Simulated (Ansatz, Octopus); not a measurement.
Given: the input of a run of Octopus 16.4 on MgI2. 

Contents of inp:

```
CalculationMode = gs
UnitsOutput = eV_Angstrom
PeriodicDimensions = 3
ExperimentalFeatures = yes
PseudopotentialSet = pseudodojo_pbesol
%LatticeParameters
 1*angstrom | 1*angstrom | 1*angstrom
%
%LatticeVectors
 4.14 | 0 | 0
 -2.07 | 3.5853451717 | 0
 0 | 0 | 6.88
%
%ReducedCoordinates
 "I" | 0.6666666667 | 0.3333333333 | 0.75
 "I" | 0.3333333333 | 0.6666666667 | 0.25
 "Mg" | 0 | 0 | 0
%
%Spacing
 0.12545455*angstrom | 0.12545455*angstrom | 0.12509091*angstrom
%
DerivativesOrder = 8
%KPointsGrid
 8 | 8 | 4
%
KPointsUseSymmetries = yes
XCFunctional = gga_x_pbe_sol + gga_c_pbe_sol
SmearingFunction = fermi_dirac
Smearing = 0.05*eV
ExtraStates = 7
Eigensolver = chebyshev_filter
ConvRelDens = 3e-7
MaximumIter = 120
%Output
 density | cube
 elf | cube
 potential | cube
%
```

Potentials or basis: pseudodojo_pbesol (PseudoDojo 0.4, PBEsol).

Run with:

```bash
$ OMP_NUM_THREADS=1 octopus > out.log
```

Question: Set up the same calculation for Ansatz 0.2.0. Potentials or basis there: Ansatz PAW, cutoff 420 eV.

Answer: As run (cutoffs and basis follow the program's own potentials, and thresholds, step limits or extra output files can differ):

File input.yaml:

```yaml
crystal:
  lattice:
    - [4.14, 0.0, 0.0]
    - [-2.07, 3.5853451717, 0.0]
    - [0.0, 0.0, 6.88]
  atoms:
    - { symbol: I, position: [0.6666666667, 0.3333333333, 0.75] }
    - { symbol: I, position: [0.3333333333, 0.6666666667, 0.25] }
    - { symbol: Mg, position: [0.0, 0.0, 0.0] }
hamiltonian:
  xc: pbesol
  pseudopotentials: { kind: paw }
kpoints:
  mp_grid: { grid: [8, 8, 4] }
scf:
  occupations: { method: fermi_dirac, width: 0.05 }
output:
  forces: true
  stress: true
  eigenvalues: true
```

Potentials or basis: Ansatz PAW.

Launch:

```sh
$ ansatz run input.yaml --threads 2 --pin off --max-ram 5632MiB --backend cpu --events-out ev --progress --plain --runs-dir out
```

Both were run:

|  | Octopus | Ansatz |
| --- | --- | --- |
| Largest force | 0.286 eV/Å | 0.295 eV/Å |

The potentials hold 24 and 44 valence electrons a cell.

Ansatz's potentials were made for PBE.

Where Ansatz's input types no cutoff or centring, it takes its own default and a Γ-centred mesh.
